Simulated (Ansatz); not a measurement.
# SnO: how the energy converges with the cutoff

SnO, Cmce, a = 5.474 Å, b = 5.476 Å, c = 10.222 Å. This isn't the usual stable structure of the compound. Ansatz: PBE, PAW, cutoff varied, Γ-centred 10×10×4 mesh on 8 atoms, Gaussian smearing 0.02 eV; no spin polarisation. Single points at one geometry, the cutoff alone changed; ΔE is the energy at zero smearing over the run at 850 eV (runs within 0.3 meV/atom of it are left out). The runs up to 380 eV lie under the cutoff recommended for these PAW datasets.

| cutoff (eV) | ΔE (meV/atom) |
| --- | --- |
| 150 | 30088.28 |
| 200 | 5528.99 |
| 250 | 1135.92 |
| 300 | 252.01 |
| 350 | 54.77 |
| 380 | 20.18 |
| 420 | 4.67 |
| 460 | 1.25 |
| 520 | ? |
| 600 | 0.37 |

**Question.** Assume ΔE falls exponentially with the cutoff, fit y = ln ΔE against x, the cutoff in eV, to the other rows, and predict the missing value.

**Answer.** y = 10.312, 8.618, 7.035, 5.529, 4.003, 3.005, 1.541, 0.223, -0.994. Means x = 345.6, y = 4.3636; Σ(Δx)² = 155222, ΣΔxΔy = -4186; the slope is their ratio. y = 13.68 − 0.02697 x, a factor of ten per 85 eV. At 520 eV this gives ΔE = 0.71 meV/atom. The run gave 0.69, a ratio of 1.03. Between neighbouring rows the decay runs from a factor of ten per 63 eV to one per 296 eV, so one exponential is only a rough guide. The fast fall gives way to a slow tail.